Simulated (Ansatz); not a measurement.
Runs of Ansatz 0.2.0 on CuAu. It takes space group P4/mmm (No. 123, tetragonal). Conventional cell: a = 2.811 Å, b = 2.811 Å, c = 3.685 Å, α = 90.00°, β = 90.00°, γ = 90.00°. Au (site symmetry 4/mmm) has 8 Cu at 2.71 Å and 4 Au at 2.81 Å as nearest neighbours. Cu (site symmetry 4/mmm) has 8 Au at 2.71 Å and 4 Cu at 2.81 Å as nearest neighbours. 

```csv
task,level,cell,cutoff (eV),points for each segment of the path,gap on the mesh (eV),pressure (GPa),relaxed volume (Å³/atom)
single point,r2SCAN0,as given,500,-,none,-0.7,-
single point,HF,as given,420,-,none,(c),-
relaxation of cell and atoms,HSEsol,relaxed,420,-,none,0.0,14.21
relaxation of cell and atoms,HF,relaxed,420,-,none,0.0,17.45
relaxation of cell and atoms,HSE03,relaxed,420,-,none,0.0,14.77
band structure,HSEsol,as given,420,4,none,(b),-
single point,r2SCANh,as given,500,-,none,-0.8,-
band structure,HSE06,as given,420,4,none,(a),-
```

Alike in all rows: potentials or basis Ansatz PAW; no spin polarisation; k mesh 5 × 5 × 4; smearing fermi-dirac 0.05 eV; the mesh is coarse, so values aren't converged.

**Question.** Estimate the missing entries.

**Answer.** (a) 1.9; (b) -3.7; (c) 20.2.

Caveats: all runs use coarse meshes; the PAW data sets come from PBE, with cores solved anew for the run's functional, which leaves a small shift of forces and pressure; the thresholds are loose for stress (some runs); the plane-wave basis is chosen anew once the cell has moved, so the energies of steps on either side of that aren't comparable (some runs); spin-orbit coupling is left out, which moves the levels of the heavy elements (some runs); so large a pressure means that the cell lies far from this level's equilibrium, or that cutoff or potentials fall short (some runs); the volume moved by over 15 % at a fixed basis, so the end points are rough (some runs); the volume moved by +20 % from the deposited cell, more than functionals usually miss (some runs).

A k mesh can miss the band edges, and the runs leave out spin-orbit coupling on Au.

A gap of «none» marks a metal or a gap under the smearing width.
